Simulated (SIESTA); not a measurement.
Crystal: Ru.

```xyz
2
Lattice="2.7058 0.0000 0.0000 -1.3529 2.3433 0.0000 0.0000 0.0000 4.2819" Properties=species:S:1:pos:R:3 pbc="T T T"
Ru    1.3529    0.7811    3.2114
Ru    0.0000    1.5622    1.0705
```

* Program: SIESTA 5.4.2
* Task: single point
* Functional: PBE
* Potentials or basis: PseudoDojo 0.4 standard (PBE files)
* Basis: DZP (energy shift 0.003 Ry; two zetas on semicore shells)
* Grid cutoff: 800 Ry
* Energy shift: 0.003 Ry
* k mesh: 11 × 11 × 6
* Occupations: fermi-dirac, width 0.05 eV
* Spin: no spin polarisation

On this cell: pressure 8.2 GPa; largest force under 0.003 eV/Å; band gap on the k mesh none (metal or under the smearing width).

The same run follows on a disturbed copy (atoms moved at random, drawn with an rms of 0.05 Å):

```
Ru
1.0
     2.70580    0.00000    0.00000
    -1.35290    2.34329    0.00000
     0.00000    0.00000    4.28190
Ru
2
Direct
  0.67236 0.34385 0.74518
  0.32157 0.68043 0.24367
```

Q: What changes?

A: The energy (extrapolated to zero smearing) moves by +5.1 meV/atom; pressure 8.3 GPa; largest force 0.374 eV/Å; band gap on the k mesh none (metal or under the smearing width).

Forces on the atoms (eV/Å):
```
Ru  -0.355  0.050 -0.104
Ru   0.355 -0.051  0.104
```

Stress tensor (GPa, compression positive):
```
 7.67  1.24  0.06
 1.24  8.05 -0.01
 0.06 -0.01  9.19
```

Caveats: the basis of atomic orbitals isn't converged, which shifts pressures, moduli and gaps.
